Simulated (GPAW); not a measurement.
A calculation with GPAW 26.7.0 of KF (ASE script, structure typed inline):

File run.py:

```python
from ase import Atoms
from ase.dft.bandgap import bandgap
from ase.io import write
from ase.units import Bohr, GPa
from gpaw import GPAW, PW
from gpaw.elf import elf_from_dft_calculation

atoms = Atoms(['K', 'F'],
              cell=[[3.258955, 0.0, 0.0],
                    [0.0, 3.258955, 0.0],
                    [0.0, 0.0, 3.258955]],
              scaled_positions=[[0.0, 0.0, 0.0],
                                [0.5, 0.5, 0.5]],
              pbc=True)

calc = GPAW(mode=PW(800),
            xc='PBE',
            kpts={'size': (8, 8, 8), 'gamma': True},
            occupations={'name': 'fermi-dirac', 'width': 0.05},
            nbands=16,
            convergence={'density': 1e-05, 'energy': 1e-05},
            maxiter=150,
            txt='gpaw.txt')
atoms.calc = calc
energy = atoms.get_potential_energy()
forces = atoms.get_forces()
stress = atoms.get_stress()
calc.write('gs.gpw')
write('result.traj', atoms)
print(f'Energy: {energy:.6f} eV')
print('Forces (eV/A):')
print(forces.round(4))
print('Stress (GPa):', (stress / GPa).round(3))
print('Fermi level:', round(calc.get_fermi_level(), 4), 'eV')
print(f'Gap: {bandgap(calc)[0]:.4f} eV, direct: {bandgap(calc, direct=True)[0]:.4f} eV')

# fields on the real-space grid
write('density.cube', atoms, data=calc.get_pseudo_density() * Bohr**3)
write('potential.cube', atoms, data=calc.get_electrostatic_potential())
write('elf.cube', atoms, data=elf_from_dft_calculation(calc).data)
```

Potentials or basis: GPAW PAW data sets (gpaw-data 1.2.1), pw.

The run is started by

```console
$ OMP_NUM_THREADS=1 python run.py
```

The cell comes from a database or a generator and needn't be the stable form of this composition.

Write the same calculation in another form: native input, Cartesian positions.

As run:

File run.py:

```python
from ase.io import read
from gpaw import PW
from gpaw.dft import DFT

atoms = read('KF.xyz')

dft = DFT(atoms,
          mode=PW(800),
          xc='PBE',
          kpts={'size': (8, 8, 8), 'gamma': True},
          occupations={'name': 'fermi-dirac', 'width': 0.05},
          nbands=16,
          convergence={'density': 1e-05, 'energy': 1e-05},
          maxiter=150,
          txt='gpaw.txt')
print(f'Energy: {dft.calculate_energy():.6f} eV')
print('Forces (eV/A):')
print(dft.calculate_forces().round(4))
print('Stress (eV/A^3):', dft.calculate_stress().round(6))
dft.write_gpw_file('gs.gpw')
```

KF.xyz

```xyz
2
Lattice="3.2589550000 0.0000000000 0.0000000000 0.0000000000 3.2589550000 0.0000000000 0.0000000000 0.0000000000 3.2589550000" Properties=species:S:1:pos:R:3 pbc="T T T"
K      0.0000000000      0.0000000000      0.0000000000
F      1.6294775000      1.6294775000      1.6294775000
```

Potentials or basis: GPAW PAW data sets (gpaw-data 1.2.1), pw.

Run with:

```sh
$ OMP_NUM_THREADS=1 python run.py
```

Both were run:

|  | ASE script, structure typed inline | native input, Cartesian positions |
| --- | --- | --- |
| Pressure | -0.9 GPa | -0.9 GPa |
| Band gap on the k mesh | 6.27 eV, indirect (least direct gap 6.32 eV) | 6.27 eV, indirect (least direct gap 6.32 eV) |

Keys that steer only the numerical path or the files written may differ.
